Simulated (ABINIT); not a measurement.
Crystal: Ge.

```
Ge
1.0
     1.48805   -2.59469    0.00000
     1.48805    2.59469    0.00000
     0.00000    0.00000    4.72760
Ge
2
Direct
  0.33345 0.66655 0.25000
  0.66655 0.33345 0.75000
```

This isn't the form of Ge at room conditions, which is diamond.

Base run:

```yaml
Program: ABINIT 10.8.3 (patched build)
Functional: AM05
Potentials_or_basis: JTH PAW PBE v2.0
Cutoff: 707 eV
k_mesh: 10 × 10 × 6
Occupations: fermi-dirac, width 0.05 eV
Spin: no spin polarisation
```

Its results: band gap on the k mesh none (metal or under the smearing width); pressure 0.1 GPa.

Task: The run is repeated on the same cell with these changes: functional from AM05 to BLYP. What comes out?

Result: Band gap on the k mesh none (metal or under the smearing width); pressure 11.5 GPa.

BLYP binds less tightly than AM05, so the same cell stands under more pressure.

Caveats: the PAW data sets were made with another functional, which shifts forces and pressure a little.
